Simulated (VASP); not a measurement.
# TaC (Fm-3m) in VASP: notebook

The runs below take TaC through single point, with PBE.

Everything below comes from runs of VASP 6.6.1. Logs are shortened: lines on timing, memory, paths and dates and some standing lists are left out, and cuts for length are marked.

### 1 The crystal as given

It takes space group Fm-3m (No. 225, cubic). Conventional cell: a = 4.446 Å, b = 4.446 Å, c = 4.446 Å, α = 90.00°, β = 90.00°, γ = 90.00°. Ta (site symmetry m-3m) is surrounded by 6 C at 2.22 Å. C (site symmetry m-3m) is surrounded by 6 Ta at 2.22 Å.

### 2 Single point, PBE

INCAR reads:

```
SYSTEM = TaC
PREC = Accurate
ENCUT = 350
EDIFF = 1E-7
ISMEAR = 0
SIGMA = 0.1
LREAL = .FALSE.
LASPH = .TRUE.
NELM = 60
ALGO = Normal
ISIF = 2
LWAVE = .FALSE.
LCHARG = .FALSE.
GGA = PE
```

KPOINTS reads:

```
Automatic mesh
0
G
  12 12 12
  0 0 0
```

POSCAR reads:

```
TaC
1.0
    0.0000000000      2.2230000000      2.2230000000
    2.2230000000      0.0000000000      2.2230000000
    2.2230000000      2.2230000000      0.0000000000
Ta C
1 1
Direct
    0.0000000000      0.0000000000      0.0000000000
    0.5000000000      0.5000000000      0.5000000000
```

Potentials or basis: VASP PAW PBE potentials, release 64 (Ta_pv, C).

Run with:

```console
$ cat potpaw_PBE.64/Ta_pv/POTCAR potpaw_PBE.64/C/POTCAR > POTCAR
$ mpirun -np 1 vasp_std > vasp.out
```

OUTCAR:

```text
SYSTEM = TaC
   PREC = Accurate
   ENCUT = 350
   EDIFF = 1E-7
   ISMEAR = 0
   LREAL = .FALSE.
   LASPH = .TRUE.
   NELM = 60
   ISIF = 2
   GGA = PE

 ion  position               nearest neighbor table
   1  0.000  0.000  0.000-   2 2.22   2 2.22   2 2.22   2 2.22   2 2.22   2 2.22
   2  0.500  0.500  0.500-   1 2.22   1 2.22   1 2.22   1 2.22   1 2.22   1 2.22

  LATTYP: Found a face centered cubic cell.
 ALAT       =     4.4460000000

  Lattice vectors:

 A1 = (   0.0000000000,   2.2230000000,   2.2230000000)
 A2 = (   2.2230000000,   0.0000000000,   2.2230000000)
 A3 = (   2.2230000000,   2.2230000000,   0.0000000000)

Analysis of symmetry for initial positions (statically):
=====================================================================
 Subroutine PRICEL returns:
 Original cell was already a primitive cell.

 Routine SETGRP: Setting up the symmetry group for a
 face centered cubic supercell.

 Subroutine GETGRP returns: Found 48 space group operations
 (whereof 48 operations were pure point group operations)
 out of a pool of 48 trial point group operations.

The static configuration has the point symmetry O_h .

Analysis of symmetry for dynamics (positions and initial velocities):
=====================================================================
 Subroutine PRICEL returns:
 Original cell was already a primitive cell.

 Routine SETGRP: Setting up the symmetry group for a
 face centered cubic supercell.

 Subroutine GETGRP returns: Found 48 space group operations
 (whereof 48 operations were pure point group operations)
 out of a pool of 48 trial point group operations.

The dynamic configuration has the point symmetry O_h .

 Subroutine INISYM returns: Found 48 space group operations
 (whereof 48 operations are pure point group operations),
 and found     1 'primitive' translations

----------------------------------------------------------------------------------------

                                     Primitive cell

  volume of cell :      21.9709

  direct lattice vectors                    reciprocal lattice vectors
     0.000000000  2.223000000  2.223000000    -0.224921278  0.224921278  0.224921278
     2.223000000  0.000000000  2.223000000     0.224921278 -0.224921278  0.224921278
     2.223000000  2.223000000  0.000000000     0.224921278  0.224921278 -0.224921278

  length of vectors
     3.143796749  3.143796749  3.143796749     0.389575080  0.389575080  0.389575080

  position of ions in fractional coordinates (direct lattice)
     0.000000000  0.000000000  0.000000000
     0.500000000  0.500000000  0.500000000

  ion indices of the primitive-cell ions
   primitive index   ion index
                 1           1
                 2           2

----------------------------------------------------------------------------------------

 KPOINTS: Automatic mesh

Automatic generation of k-mesh.
 Grid dimensions read from file:
 generate k-points for:   12   12   12

 Generating k-lattice:

  Cartesian coordinates                     Fractional coordinates (reciprocal lattice)
    -0.018743440  0.018743440  0.018743440     0.083333333  0.000000000  0.000000000
     0.018743440 -0.018743440  0.018743440     0.000000000  0.083333333  0.000000000
     0.018743440  0.018743440 -0.018743440     0.000000000  0.000000000  0.083333333

  Length of vectors
     0.032464590  0.032464590  0.032464590

  Shift w.r.t. Gamma in fractional coordinates (k-lattice)
     0.000000000  0.000000000  0.000000000

 Subroutine IBZKPT returns following result:
 ===========================================

 Found     72 irreducible k-points:

 Following reciprocal coordinates:
            Coordinates               Weight
  0.000000  0.000000  0.000000      1.000000
  0.083333  0.000000  0.000000      8.000000
  0.166667  0.000000  0.000000      8.000000
  0.250000  0.000000  0.000000      8.000000
  0.333333  0.000000  0.000000      8.000000
  0.416667  0.000000  0.000000      8.000000
[... 16 lines left out ...]
  0.500000  0.166667  0.000000     24.000000
 -0.416667  0.166667  0.000000     24.000000
 [... further k-points ...]
   k-points           NKPTS =     72   k-points in BZ     NKDIM =     72   number of bands    NBANDS=     11
   number of dos      NEDOS =    301   number of ions     NIONS =      2
   total plane-waves  NPLWV =   8000
   dimension x,y,z NGX =    20 NGY =   20 NGZ =   20
   dimension x,y,z NGXF=    40 NGYF=   40 NGZF=   40
   ions per type =               1   1
   NGX,Y,Z   is equivalent  to a cutoff of  10.58, 10.58, 10.58 a.u.
   NGXF,Y,Z  is equivalent  to a cutoff of  21.15, 21.15, 21.15 a.u.
 SYSTEM =  TaC
   PREC   = accura    normal or accurate (medium, high low for compatibility)
   ISTART =      0    job   : 0-new  1-cont  2-samecut
   ICHARG =      2    charge: 1-file 2-atom 10-const
   ISPIN  =      1    spin polarized calculation?
   LNONCOLLINEAR =      F non collinear calculations
   LSORBIT =      F    spin-orbit coupling
   LASPH  =      T    aspherical Exc in radial PAW
   ENCUT  =  350.0 eV  25.72 Ry    5.07 a.u.   4.80  4.80  4.80*2*pi/ulx,y,z
   NELM   =     60;   NELMIN=  2; NELMDL= -5     # of ELM steps
   EDIFF  = 0.1E-06   stopping-criterion for ELM
   LREAL  =      F    real-space projection
   EDIFFG = 0.1E-05   stopping-criterion for IOM
   NSW    =      0    number of steps for IOM
   IBRION =     -1    ionic relax: 0-MD 1-quasi-New 2-CG
   NFREE  =      0    steps in history (QN), initial steepest desc. (CG)
   ISIF   =      2    stress and relaxation
   ISYM   =      2    0-nonsym 1-usesym 2-fastsym
   POTIM  = 0.5000    time-step for ionic-motion
   TEBEG  =    0.0;   TEEND  =   0.0 temperature during run
   PSTRESS=    0.0 pullay stress
   NELECT =      15.0000    total number of electrons
   NUPDOWN=      -1.0000    fix difference up-down
   EMIN   =  10.00;   EMAX   =-10.00  energy-range for DOS
   EFERMI =   0.00;   METHOD = LEGACY
   ISMEAR =     0;   SIGMA  =   0.10  broadening in eV -4-tet -1-fermi 0-gaus
   EFERMI_NEDOS =   21; number of points for ismear=-14 and -15
   IALGO  =     38    algorithm
   IMIX   =      4    mixing-type and parameters
     AMIX     =   0.40;   BMIX     =  1.00
     AMIX_MAG =   1.60;   BMIX_MAG =  1.00
  volume/ion in A,a.u.               =      10.99        74.13
  Fermi-wavevector in a.u.,A,eV,Ry     =   1.441526  2.724089 28.272865  2.077997
  Thomas-Fermi vector in A             =   2.560148
   LORBIT       =      0    0 simple, 1 ext, 2 COOP (PROOUT), +10 PAW based schemes
   GGA     = PE    functional components
   LHFCALC =     F    Hartree Fock is set to
   AEXX    =    0.0000 exact exchange contribution
   IVDW    =     0    specifies the selected vdW correction
   LEPSILON=     F    determine dielectric tensor
   LRPA    =     F    only Hartree local field effects (RPA)
 non-spin polarized calculation
 Gauss-broadening in eV      SIGMA  =   0.10
  energy-cutoff  :      350.00
  volume of cell :       21.97
 maximum number of plane-waves:       335
   NGX =  9   NGY =  9   NGZ =  9

 number of electron      15.0000005 magnetization

 Free energy of the ion-electron system (eV)
  ---------------------------------------------------
  ext. energy  EPLUGINS =         0.00000000
  ---------------------------------------------------
  free energy    TOTEN  =       -22.19312330 eV

  energy without entropy =      -22.18806839  energy(sigma->0) =      -22.19059585

 E-fermi :   8.4439     XC(G=0): -13.2367

 val. band max:        8.4325940257   @ k =  -0.1667   0.2500   0.0833
 cond. band min:       8.4605310074   @ k =  -0.4167   0.4167   0.1667
 fundamental gap:      0.0279369817
 Fermi energy:         8.4438821009

 k-point     1 :       0.0000    0.0000    0.0000
  band No.  band energies     occupation
      1     -26.5930      2.00000
      2     -26.5930      2.00000
      3     -26.5930      2.00000
      4      -6.4154      2.00000
      5       7.1165      2.00000
      6       7.1165      2.00000
      7       7.1165      2.00000
      8       7.9771      2.00000
      9       7.9771      2.00000
     10       7.9771      2.00000
     11       9.1222      0.00000

 k-point     2 :       0.0833    0.0000    0.0000
  band No.  band energies     occupation
      1     -26.6450      2.00000
      2     -26.5982      2.00000
      3     -26.5982      2.00000
      4      -6.2179      2.00000
      5       6.1846      2.00000
      6       6.5932      2.00000
      7       6.5932      2.00000
      8       7.6162      2.00000
      9       7.6162      2.00000
     10       8.4983      0.44137
     11      10.4001      0.00000

 k-point     3 :       0.1667    0.0000    0.0000
  band No.  band energies     occupation
      1     -26.7846      2.00000
      2     -26.6123      2.00000
      3     -26.6123      2.00000
      4      -5.6530      2.00000
      5       4.7204      2.00000
      6       5.3781      2.00000
      7       5.3781      2.00000
      8       8.0792      2.00000
      9       8.0792      2.00000
     10       9.0053      0.00000
     11      12.3033      0.00000
[... 267 lines left out ...]
 k-point    23 :       0.5000    0.1667    0.0000
  band No.  band energies     occupation
      1     -27.2437      2.00000
      2     -26.7789      2.00000
      3     -26.7148      2.00000
      4      -2.7351      2.00000
      5       0.7344      2.00000
      6       3.2362      2.00000
      7       3.5947      2.00000
      8       9.2596      0.00000
      9      11.4822      0.00000
     10      12.1284      0.00000
     11      15.7018      0.00000

 k-point    24 :      -0.4167    0.1667    0.0000
  band No.  band energies     occupation
      1     -27.2508      2.00000
      2     -26.8041      2.00000
      3     -26.6971      2.00000
      4      -2.4917      2.00000
      5       0.4664      2.00000
      6       3.2843      2.00000
      7       3.3023      2.00000
      8      10.4077      0.00000
      9      10.9048      0.00000
     10      11.6576      0.00000
     11      15.7166      0.00000

 [... further k-points ...]

------------------------ aborting loop because EDIFF is reached ----------------------------------------

  FORCE on cell =-STRESS in cart. coord.  units (eV):
  Direction    XX          YY          ZZ          XY          YZ          ZX
  --------------------------------------------------------------------------------------
  -------------------------------------------------------------------------------------
  Total        0.5594109      0.5594109      0.5594109     -0.0000000      0.0000000     -0.0000000
  in kB       40.7937033     40.7937033     40.7937033     -0.0000000      0.0000000     -0.0000000
  external PRESSURE =      40.7937033 kB  Pullay stress =       0.0000000 kB

 VOLUME and BASIS-vectors are now :
 -----------------------------------------------------------------------------
  energy-cutoff  :      350.00
  volume of cell :       21.97
      direct lattice vectors                 reciprocal lattice vectors
     0.000000000  2.223000000  2.223000000    -0.224921278  0.224921278  0.224921278
     2.223000000  0.000000000  2.223000000     0.224921278 -0.224921278  0.224921278
     2.223000000  2.223000000  0.000000000     0.224921278  0.224921278 -0.224921278

 POSITION                                       TOTAL-FORCE (eV/Angst)
 -----------------------------------------------------------------------------------
      0.00000      0.00000      0.00000         0.000000     -0.000000      0.000000
      2.22300      2.22300      2.22300        -0.000000      0.000000     -0.000000
 -----------------------------------------------------------------------------------
    total drift:                                0.000000     -0.000000      0.000000

  FREE ENERGIE OF THE ION-ELECTRON SYSTEM (eV)
  ---------------------------------------------------
  free  energy   TOTEN  =       -22.1931233028 eV

  energy  without entropy=      -22.1880683873  energy(sigma->0) =      -22.19059585
```

Wall time 7.3 s (1 thread of Intel Xeon Platinum 8488C (Sapphire Rapids), shared host); peak memory 0.12 GiB.

The run converged, but a check on its numbers failed (symmetry, net force, bounds or a known fault of this set-up), so they aren't taken as properties of the crystal.

Caveat: the cutoff lies under the usual one of these potentials, so the numbers hold a large basis-set error.

### 3 Single point, PBE

INCAR: that of step 2 with these lines changed.

```diff
@@ -2,3 +2,3 @@
 PREC = Accurate
-ENCUT = 350
+ENCUT = 400
 EDIFF = 1E-7
```

KPOINTS is that of step 2.

POSCAR is that of step 2.

Potentials or basis: VASP PAW PBE potentials, release 64 (Ta_pv, C).

Run with:

```console
$ cat potpaw_PBE.64/Ta_pv/POTCAR potpaw_PBE.64/C/POTCAR > POTCAR
$ mpirun -np 1 vasp_std > vasp.out
```

Wall time 7.7 s (1 thread of Intel Xeon Platinum 8488C (Sapphire Rapids), shared host); peak memory 0.14 GiB.

Results (log left out):

* Free energy: -22.1951 eV
* Band gap on the k mesh: none (metal or under the smearing width)

Levels at points of the mesh, in eV from the Fermi level:
| k point | band 4 | band 5 | band 6 | band 7 | band 8 | band 9 | band 10 | band 11 |
| --- | --- | --- | --- | --- | --- | --- | --- | --- |
| (0.00, 0.00, 0.00) | -14.85 | -1.33 | -1.33 | -1.33 | -0.46 | -0.46 | -0.46 | 0.68 |
| (0.50, 0.00, 0.00) | -10.36 | -8.76 | -5.50 | -5.50 | 2.77 | 2.77 | 3.76 | 5.44 |
| (0.50, 0.50, 0.00) | -12.74 | -4.61 | -4.57 | -1.75 | -1.75 | 2.66 | 4.15 | 4.15 |

Caveat: the cutoff is under 1.25 times the usual one of these potentials, so pressure, stress and relaxed cells hold a basis-set (Pulay) error. Spin-orbit coupling is left out, which matters for the levels of Ta.

### 4 Single point, PBE

INCAR: that of step 3 with these lines changed.

```diff
@@ -2,3 +2,3 @@
 PREC = Accurate
-ENCUT = 400
+ENCUT = 450
 EDIFF = 1E-7
```

KPOINTS is that of step 3.

POSCAR is that of step 3.

Potentials or basis: VASP PAW PBE potentials, release 64 (Ta_pv, C).

Run with:

```console
$ cat potpaw_PBE.64/Ta_pv/POTCAR potpaw_PBE.64/C/POTCAR > POTCAR
$ mpirun -np 1 vasp_std > vasp.out
```

OUTCAR:

```text
SYSTEM = TaC
   PREC = Accurate
   ENCUT = 450
   EDIFF = 1E-7
   ISMEAR = 0
   LREAL = .FALSE.
   LASPH = .TRUE.
   NELM = 60
   ISIF = 2
   GGA = PE

 ion  position               nearest neighbor table
   1  0.000  0.000  0.000-   2 2.22   2 2.22   2 2.22   2 2.22   2 2.22   2 2.22
   2  0.500  0.500  0.500-   1 2.22   1 2.22   1 2.22   1 2.22   1 2.22   1 2.22

  LATTYP: Found a face centered cubic cell.
 ALAT       =     4.4460000000

  Lattice vectors:

 A1 = (   0.0000000000,   2.2230000000,   2.2230000000)
 A2 = (   2.2230000000,   0.0000000000,   2.2230000000)
 A3 = (   2.2230000000,   2.2230000000,   0.0000000000)

Analysis of symmetry for initial positions (statically):
=====================================================================
 Subroutine PRICEL returns:
 Original cell was already a primitive cell.

 Routine SETGRP: Setting up the symmetry group for a
 face centered cubic supercell.

 Subroutine GETGRP returns: Found 48 space group operations
 (whereof 48 operations were pure point group operations)
 out of a pool of 48 trial point group operations.

The static configuration has the point symmetry O_h .

Analysis of symmetry for dynamics (positions and initial velocities):
[... 175 lines left out ...]
      6       7.1133      2.00000
      7       7.1133      2.00000
      8       7.9756      2.00000
      9       7.9756      2.00000
     10       7.9756      2.00000
     11       9.1190      0.00000
[... 309 lines left out ...]
 k-point    24 :      -0.4167    0.1667    0.0000
  band No.  band energies     occupation
      1     -27.2530      2.00000
      2     -26.8065      2.00000
      3     -26.6996      2.00000
      4      -2.4728      2.00000
      5       0.4679      2.00000
      6       3.2818      2.00000
      7       3.3014      2.00000
      8      10.4019      0.00000
      9      10.9007      0.00000
     10      11.6480      0.00000
     11      15.7154      0.00000

 [... further k-points ...]

------------------------ aborting loop because EDIFF is reached ----------------------------------------

  FORCE on cell =-STRESS in cart. coord.  units (eV):
  Direction    XX          YY          ZZ          XY          YZ          ZX
  --------------------------------------------------------------------------------------
  -------------------------------------------------------------------------------------
  Total        1.0040613      1.0040613      1.0040613      0.0000000      0.0000000      0.0000000
  in kB       73.2187725     73.2187725     73.2187725      0.0000000      0.0000000      0.0000000
  external PRESSURE =      73.2187725 kB  Pullay stress =       0.0000000 kB

 VOLUME and BASIS-vectors are now :
 -----------------------------------------------------------------------------
  energy-cutoff  :      450.00
  volume of cell :       21.97
      direct lattice vectors                 reciprocal lattice vectors
     0.000000000  2.223000000  2.223000000    -0.224921278  0.224921278  0.224921278
     2.223000000  0.000000000  2.223000000     0.224921278 -0.224921278  0.224921278
     2.223000000  2.223000000  0.000000000     0.224921278  0.224921278 -0.224921278

 POSITION                                       TOTAL-FORCE (eV/Angst)
 -----------------------------------------------------------------------------------
      0.00000      0.00000      0.00000        -0.000000      0.000000      0.000000
      2.22300      2.22300      2.22300         0.000000     -0.000000     -0.000000
 -----------------------------------------------------------------------------------
    total drift:                                0.000000     -0.000000     -0.000000

  FREE ENERGIE OF THE ION-ELECTRON SYSTEM (eV)
  ---------------------------------------------------
  free  energy   TOTEN  =       -22.1918373277 eV

  energy  without entropy=      -22.1867830625  energy(sigma->0) =      -22.18931020
```

stdout:

```text
POSCAR found type information on POSCAR TaC
 POSCAR found :  2 types and       2 ions
 scaLAPACK will be used
 LDA part: xc-table for (Slater+PW92), standard interpolation
 POSCAR, INCAR and KPOINTS ok, starting setup
 FFT: planning ... GRIDC
 FFT: planning ... GRID_SOFT
 FFT: planning ... GRID
 WAVECAR not read
 entering main loop
```

Wall time 7.8 s (1 thread of Intel Xeon Platinum 8488C (Sapphire Rapids), shared host); peak memory 0.15 GiB.

What came out:

```
Free energy            : -22.1918 eV
Band gap on the k mesh : none (metal or under the smearing width)
```

Levels at points of the mesh, in eV from the Fermi level:
```tsv
k point	band 6	band 7	band 8	band 9	band 10	band 11
(0.00, 0.00, 0.00)	-1.33	-1.33	-0.46	-0.46	-0.46	0.68
(0.50, 0.00, 0.00)	-5.50	-5.50	2.77	2.77	3.76	5.44
(0.50, 0.50, 0.00)	-4.57	-1.75	-1.75	2.66	4.15	4.15
```

Caveat: the cutoff is under 1.25 times the usual one of these potentials, so pressure, stress and relaxed cells hold a basis-set (Pulay) error. Spin-orbit coupling is left out, which matters for the levels of Ta.

[end of part 1 of 2]
